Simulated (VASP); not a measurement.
# Si: G0W0 on PBE, by tags set

Si, Fd-3m (no. 227), 2 atoms in the cell. PBE, GW; PAW potentials Si_GW (PBE set).

| Tags set | Quasiparticle gap on the mesh (eV) | Gap of the starting point on the mesh (eV) | Quasiparticle gap at the zone centre (eV) | Starting gap at the zone centre (eV) | Correction of the gap between the band edges on the mesh (eV) | Time (s) |
|---|---|---|---|---|---|---|
| defaults | 1.23 | 0.70 | 3.18 | 2.52 | 0.53 | 6.5 |
| LMAXFOCKAE=-1 | 1.23 | 0.70 | 3.19 | 2.52 | 0.53 | 6.8 |
| LMAXFOCKAE=0 | 1.24 | 0.70 | 3.19 | 2.52 | 0.54 | 6.1 |
| LMAXFOCKAE=2 | 1.24 | 0.70 | 3.18 | 2.52 | 0.53 | 6.1 |
| NMAXFOCKAE=2 | 1.22 | 0.70 | 3.18 | 2.52 | 0.52 | 6.8 |
| NMAXFOCKAE=2 QMAXFOCKAE=4.0 | 1.22 | 0.70 | 3.18 | 2.52 | 0.52 | 8.0 |
| LMAXFOCK=2 | 1.24 | 0.70 | 3.19 | 2.52 | 0.54 | 5.8 |
| LASPH=False | 1.24 | 0.70 | 3.18 | 2.52 | 0.53 | 5.2 |

Limits: the mesh is coarse: neither the gap nor the screening is converged.

## Input of the first row

INCAR.step1:
```
SYSTEM = Si
PREC = Accurate ; ENCUT = 300
ISMEAR = 0 ; SIGMA = 0.05
LASPH = .TRUE. ; LREAL = .FALSE.
GGA = PE ; ALGO = Normal
EDIFF = 1E-8 ; NELM = 150
LWAVE = .TRUE. ; LCHARG = .FALSE.
KPAR = 4
```

INCAR.step2, as INCAR.step1 but for:
```
- ALGO = Normal
- NELM = 150
+ ALGO = Exact
+ NELM = 1
+ ISTART = 1
+ NBANDS = 188
+ LOPTICS = .TRUE.
```

INCAR.step3:
```
SYSTEM = Si
PREC = Accurate ; ENCUT = 300
ISMEAR = 0 ; SIGMA = 0.05
LASPH = .TRUE. ; LREAL = .FALSE.
GGA = PE ; ALGO = EVGW0
NBANDS = 188 ; NBANDSGW = 8
ENCUTGW = 160 ; NOMEGA = 48
PRECFOCK = Fast ; ISTART = 1
LWAVE = .FALSE. ; LCHARG = .FALSE.
NELMGW = 1 ; KPAR = 4
```

KPOINTS:
```
k-points
0
Gamma
  3 3 3
```

POSCAR:
```
Si
1.0
    0.0000000000      2.7218511865      2.7218511865
    2.7218511865      0.0000000000      2.7218511865
    2.7218511865      2.7218511865      0.0000000000
Si
2
Direct
    0.5000000000      0.5000000000      0.5000000000
    0.7500000000      0.7500000000      0.7500000000
```

Commands (each step's output is kept before the next begins):
```
cat potpaw_PBE.64/Si_GW/POTCAR > POTCAR
cp INCAR.step1 INCAR
mpirun -np 4 vasp_std > vasp.out
cp INCAR.step2 INCAR
mpirun -np 4 vasp_std > vasp.out
cp INCAR.step3 INCAR
mpirun -np 4 vasp_std > vasp.out
```

Changes of the last row against the first:
```
(all steps)
- LASPH = True
+ LASPH = False
```

VASP 6.6.1 took 6.5 s on 4 cores (Intel Xeon 6975P-C (Granite Rapids)), a shared host.
